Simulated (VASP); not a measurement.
# InPd (Pm-3m) in VASP: single point with r2SCAN

Aim: the single point of InPd with r2SCAN.

All numbers are computed with VASP 6.6.1; they aren't measurements. Logs are shortened: lines on timing, memory, paths and dates and some standing lists are left out, and cuts for length are marked.

## 1. Starting point

Symmetry: Pm-3m, No. 221, cubic system. Conventional cell: a = 3.272 Å, b = 3.272 Å, c = 3.272 Å, α = 90.00°, β = 90.00°, γ = 90.00°. In (site symmetry m-3m) is surrounded by 8 Pd at 2.83 Å. Around Pd (site symmetry m-3m) lie 8 In at 2.83 Å.

The cell comes from a database or a generator and needn't be the stable form of this composition.

## 2. Single point, r2SCAN

Input file POSCAR:

```
InPd
1.0
    3.2718847800      0.0000000000      0.0000000000
    0.0000000000      3.2718847800      0.0000000000
    0.0000000000      0.0000000000      3.2718847800
In Pd
1 1
Direct
    0.0000000000      0.0000000000      0.0000000000
    0.5000000000      0.5000000000      0.5000000000
```

Input file INCAR.step1:

```
  ALGO = Normal
  EDIFF = 1E-4
  ENCUT = 520
  GGA = PE
  ISMEAR = 0
  LASPH = T
  LCHARG = F
  LREAL = F
  LWAVE = T
  NBANDS = 18
  NELM = 60
  PREC = Accurate
  SIGMA = 0.1
```

Input file INCAR.step2:

```
  ALGO = Normal
  EDIFF = 1E-6
  ENCUT = 520
  ISIF = 2
  ISMEAR = 0
  ISTART = 1
  LASPH = T
  LCHARG = F
  LMIXTAU = T
  LREAL = F
  LWAVE = F
  METAGGA = R2SCAN
  NBANDS = 18
  NELM = 60
  PREC = Accurate
  SIGMA = 0.1
```

Input file KPOINTS:

```
k-points
0
Gamma
  6 6 6
```

Potentials or basis: VASP PAW PBE potentials, release 64 (In_d, Pd).

On the command line:

```sh
> cat potpaw_PBE.64/In_d/POTCAR potpaw_PBE.64/Pd/POTCAR > POTCAR
> cp INCAR.step1 INCAR
> mpirun -np 1 vasp_std > vasp.out
> cp INCAR.step2 INCAR
> mpirun -np 1 vasp_std > vasp.out
```

OUTCAR:

```text
EDIFF = 1E-6
   ENCUT = 520
   ISIF = 2
   ISMEAR = 0
   ISTART = 1
   LASPH = T
   LREAL = F
   METAGGA = R2SCAN
   NELM = 60
   PREC = Accurate

 ion  position               nearest neighbor table
   1  0.000  0.000  0.000-   2 2.83   2 2.83   2 2.83   2 2.83   2 2.83   2 2.83   2 2.83   2 2.83

   2  0.500  0.500  0.500-   1 2.83   1 2.83   1 2.83   1 2.83   1 2.83   1 2.83   1 2.83   1 2.83

  LATTYP: Found a simple cubic cell.
 ALAT       =     3.2718847800

  Lattice vectors:

 A1 = (   3.2718847800,   0.0000000000,   0.0000000000)
 A2 = (   0.0000000000,   3.2718847800,   0.0000000000)
 A3 = (   0.0000000000,   0.0000000000,   3.2718847800)

Analysis of symmetry for initial positions (statically):
=====================================================================
 Subroutine PRICEL returns:
 Original cell was already a primitive cell.

 Routine SETGRP: Setting up the symmetry group for a
 simple cubic supercell.

 Subroutine GETGRP returns: Found 48 space group operations
 (whereof 48 operations were pure point group operations)
 out of a pool of 48 trial point group operations.

The static configuration has the point symmetry O_h .

Analysis of symmetry for dynamics (positions and initial velocities):
=====================================================================
 Subroutine PRICEL returns:
 Original cell was already a primitive cell.

 Routine SETGRP: Setting up the symmetry group for a
 simple cubic supercell.

 Subroutine GETGRP returns: Found 48 space group operations
 (whereof 48 operations were pure point group operations)
 out of a pool of 48 trial point group operations.

The dynamic configuration has the point symmetry O_h .

 Subroutine INISYM returns: Found 48 space group operations
 (whereof 48 operations are pure point group operations),
 and found     1 'primitive' translations

----------------------------------------------------------------------------------------

                                     Primitive cell

  volume of cell :      35.0263

  direct lattice vectors                    reciprocal lattice vectors
     3.271884780  0.000000000  0.000000000     0.305634234  0.000000000  0.000000000
     0.000000000  3.271884780  0.000000000     0.000000000  0.305634234  0.000000000
     0.000000000  0.000000000  3.271884780     0.000000000  0.000000000  0.305634234

  length of vectors
     3.271884780  3.271884780  3.271884780     0.305634234  0.305634234  0.305634234

  position of ions in fractional coordinates (direct lattice)
     0.000000000  0.000000000  0.000000000
     0.500000000  0.500000000  0.500000000

  ion indices of the primitive-cell ions
   primitive index   ion index
                 1           1
                 2           2

----------------------------------------------------------------------------------------

 KPOINTS: k-points

Automatic generation of k-mesh.
 Grid dimensions read from file:
 generate k-points for:    6    6    6

 Generating k-lattice:

  Cartesian coordinates                     Fractional coordinates (reciprocal lattice)
     0.050939039  0.000000000  0.000000000     0.166666667  0.000000000  0.000000000
     0.000000000  0.050939039  0.000000000     0.000000000  0.166666667  0.000000000
     0.000000000  0.000000000  0.050939039     0.000000000  0.000000000  0.166666667

  Length of vectors
     0.050939039  0.050939039  0.050939039

  Shift w.r.t. Gamma in fractional coordinates (k-lattice)
     0.000000000  0.000000000  0.000000000

 Subroutine IBZKPT returns following result:
 ===========================================

 Found     20 irreducible k-points:

 Following reciprocal coordinates:
            Coordinates               Weight
  0.000000  0.000000  0.000000      1.000000
  0.166667  0.000000  0.000000      6.000000
  0.333333  0.000000  0.000000      6.000000
  0.500000  0.000000  0.000000      3.000000
  0.166667  0.166667  0.000000     12.000000
  0.333333  0.166667  0.000000     24.000000
[... 12 lines left out ...]
  0.500000  0.500000  0.333333      6.000000
  0.500000  0.500000  0.500000      1.000000
   k-points           NKPTS =     20   k-points in BZ     NKDIM =     20   number of bands    NBANDS=     18
   number of dos      NEDOS =    301   number of ions     NIONS =      2
   total plane-waves  NPLWV =  13824
   dimension x,y,z NGX =    24 NGY =   24 NGZ =   24
   dimension x,y,z NGXF=    48 NGYF=   48 NGZF=   48
   ions per type =               1   1
   NGX,Y,Z   is equivalent  to a cutoff of  12.19, 12.19, 12.19 a.u.
   NGXF,Y,Z  is equivalent  to a cutoff of  24.39, 24.39, 24.39 a.u.
 SYSTEM =  unknown system
   PREC   = accura    normal or accurate (medium, high low for compatibility)
   ISTART =      1    job   : 0-new  1-cont  2-samecut
   ICHARG =      0    charge: 1-file 2-atom 10-const
   ISPIN  =      1    spin polarized calculation?
   LNONCOLLINEAR =      F non collinear calculations
   LSORBIT =      F    spin-orbit coupling
   LASPH  =      T    aspherical Exc in radial PAW
   ENCUT  =  520.0 eV  38.22 Ry    6.18 a.u.   6.08  6.08  6.08*2*pi/ulx,y,z
   NELM   =     60;   NELMIN=  2; NELMDL=  0     # of ELM steps
   EDIFF  = 0.1E-05   stopping-criterion for ELM
   LREAL  =      F    real-space projection
   EDIFFG = 0.1E-04   stopping-criterion for IOM
   NSW    =      0    number of steps for IOM
   IBRION =     -1    ionic relax: 0-MD 1-quasi-New 2-CG
   NFREE  =      0    steps in history (QN), initial steepest desc. (CG)
   ISIF   =      2    stress and relaxation
   ISYM   =      2    0-nonsym 1-usesym 2-fastsym
   POTIM  = 0.5000    time-step for ionic-motion
   TEBEG  =    0.0;   TEEND  =   0.0 temperature during run
   PSTRESS=    0.0 pullay stress
   NELECT =      23.0000    total number of electrons
   NUPDOWN=      -1.0000    fix difference up-down
   EMIN   =  10.00;   EMAX   =-10.00  energy-range for DOS
   EFERMI =   0.00;   METHOD = LEGACY
   ISMEAR =     0;   SIGMA  =   0.10  broadening in eV -4-tet -1-fermi 0-gaus
   EFERMI_NEDOS =   21; number of points for ismear=-14 and -15
   IALGO  =     38    algorithm
   IMIX   =      4    mixing-type and parameters
     AMIX     =   0.40;   BMIX     =  1.00
     AMIX_MAG =   1.60;   BMIX_MAG =  1.00
  volume/ion in A,a.u.               =      17.51       118.18
  Fermi-wavevector in a.u.,A,eV,Ry     =   1.422938  2.688964 27.548447  2.024754
  Thomas-Fermi vector in A             =   2.543589
   LORBIT       =      0    0 simple, 1 ext, 2 COOP (PROOUT), +10 PAW based schemes
   METAGGA = R2SCAN    functional components
   LHFCALC =     F    Hartree Fock is set to
   AEXX    =    0.0000 exact exchange contribution
   IVDW    =     0    specifies the selected vdW correction
   LEPSILON=     F    determine dielectric tensor
   LRPA    =     F    only Hartree local field effects (RPA)
 non-spin polarized calculation
 Gauss-broadening in eV      SIGMA  =   0.10
  energy-cutoff  :      520.00
  volume of cell :       35.03
 maximum number of plane-waves:       968
   NGX = 13   NGY = 13   NGZ = 13

 number of electron      22.9999997 magnetization

 Free energy of the ion-electron system (eV)
  ---------------------------------------------------
  ext. energy  EPLUGINS =         0.00000000
  ---------------------------------------------------
  free energy    TOTEN  =       -46.61015102 eV

  energy without entropy =      -46.60787824  energy(sigma->0) =      -46.60901463

 E-fermi :  10.4609     XC(G=0): -13.2466

 val. band max:       10.3121298821   @ k =   0.3333   0.3333   0.0000
 cond. band min:      10.5462617546   @ k =   0.5000   0.3333   0.3333
 fundamental gap:      0.2341318726
 Fermi energy:        10.4609057149

 k-point     1 :       0.0000    0.0000    0.0000
  band No.  band energies     occupation
      1      -5.1336      2.00000
      2      -5.1336      2.00000
      3      -4.7093      2.00000
      4      -4.7093      2.00000
      5      -4.7093      2.00000
      6      -0.0446      2.00000
[... 10 lines left out ...]
     17      21.2930      0.00000
     18      27.1959      0.00000

 k-point     2 :       0.1667    0.0000    0.0000
  band No.  band energies     occupation
      1      -5.1183      2.00000
      2      -5.0416      2.00000
      3      -4.7373      2.00000
      4      -4.7373      2.00000
      5      -4.7010      2.00000
      6       0.4164      2.00000
[... 10 lines left out ...]
     17      24.1633      0.00000
     18      26.2924      0.00000

 k-point     3 :       0.3333    0.0000    0.0000
  band No.  band energies     occupation
      1      -5.0874      2.00000
      2      -4.8590      2.00000
      3      -4.7927      2.00000
      4      -4.7927      2.00000
      5      -4.6843      2.00000
      6       1.7733      2.00000
[... 10 lines left out ...]
     17      24.5016      0.00000
     18      24.5016      0.00000

 k-point     4 :       0.5000    0.0000    0.0000
  band No.  band energies     occupation
      1      -5.0719      2.00000
      2      -4.8201      2.00000
      3      -4.8201      2.00000
      4      -4.7685      2.00000
      5      -4.6759      2.00000
      6       3.6410      2.00000
[... 291 lines left out ...]
      4      -4.6499      2.00000
      5      -4.5468      2.00000
      6       4.5792      2.00000
[... 10 lines left out ...]
     17      19.5257      0.00000
     18      21.2178      0.00000

 k-point    19 :       0.5000    0.5000    0.3333
  band No.  band energies     occupation
      1      -5.0158      2.00000
      2      -4.9601      2.00000
      3      -4.9601      2.00000
      4      -4.5983      2.00000
      5      -4.4852      2.00000
      6       4.8741      2.00000
[... 10 lines left out ...]
     17      17.7054      0.00000
     18      18.7320      0.00000

 k-point    20 :       0.5000    0.5000    0.5000
  band No.  band energies     occupation
      1      -4.9943      2.00000
      2      -4.9943      2.00000
      3      -4.9943      2.00000
      4      -4.4830      2.00000
      5      -4.4830      2.00000
      6       5.2879      2.00000
[... 10 lines left out ...]
     17      14.9789      0.00000
     18      16.5170      0.00000

------------------------ aborting loop because EDIFF is reached ----------------------------------------

  FORCE on cell =-STRESS in cart. coord.  units (eV):
  Direction    XX          YY          ZZ          XY          YZ          ZX
  --------------------------------------------------------------------------------------
  -------------------------------------------------------------------------------------
  Total        0.0369686      0.0369686      0.0369686      0.0000000      0.0000000     -0.0000000
  in kB        1.6910254      1.6910254      1.6910254      0.0000000      0.0000000     -0.0000000
  external PRESSURE =       1.6910254 kB  Pullay stress =       0.0000000 kB

 VOLUME and BASIS-vectors are now :
 -----------------------------------------------------------------------------
  energy-cutoff  :      520.00
  volume of cell :       35.03
      direct lattice vectors                 reciprocal lattice vectors
     3.271884780  0.000000000  0.000000000     0.305634234  0.000000000  0.000000000
     0.000000000  3.271884780  0.000000000     0.000000000  0.305634234  0.000000000
     0.000000000  0.000000000  3.271884780     0.000000000  0.000000000  0.305634234

 POSITION                                       TOTAL-FORCE (eV/Angst)
 -----------------------------------------------------------------------------------
      0.00000      0.00000      0.00000         0.000000      0.000000      0.000000
      1.63594      1.63594      1.63594         0.000000      0.000000      0.000000
 -----------------------------------------------------------------------------------
    total drift:                                0.000000      0.000000     -0.000000

  FREE ENERGIE OF THE ION-ELECTRON SYSTEM (eV)
  ---------------------------------------------------
  free  energy   TOTEN  =       -46.6101510185 eV

  energy  without entropy=      -46.6078782418  energy(sigma->0) =      -46.60901463
```

Run time: 40 s. Hardware: 1 thread of Intel Xeon Platinum 8488C (Sapphire Rapids), shared host; peak memory 0.15 GiB.

What came out:

| Quantity | Value |
| --- | --- |
| Free energy | -46.6102 eV |
| Pressure | 0.2 GPa |
| Band gap on the k mesh | none (metal or under the smearing width) |

Caveat: the PAW data sets were made with another functional, which shifts forces and pressure a little.
